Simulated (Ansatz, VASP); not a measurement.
## One calculation of Rb, two programs

```
Rb
1.0
    -2.80600    2.80600    2.74988
     2.80600   -2.80600    2.74988
     2.80600    2.80600   -2.74988
Rb
1
Direct
  0.00000 0.00000 0.00000
```

Change from the starting cell: zz strain of -2 %.

Alike in both runs: task single point; functional PBEsol; k mesh 8 × 8 × 8; occupations fermi-dirac, width 0.05 eV; no spin polarisation.

```csv
,VASP,Ansatz
version,VASP 6.6.1,Ansatz 0.2.0
potentials or method,"VASP PAW PBE potentials, release 64 (Rb_sv), cutoff 520 eV","all-electron LAPW, scalar-relativistic"
```

|  | VASP | Ansatz | Ansatz less VASP |
| --- | --- | --- | --- |
| pressure (GPa) | 0.0 | 0.0 | 0.00 |

Ansatz ran all-electron here, so the differences hold the error of VASP's frozen core and of both bases.

Caveats: the PAW data sets were made with another functional, which shifts forces and pressure a little (VASP).
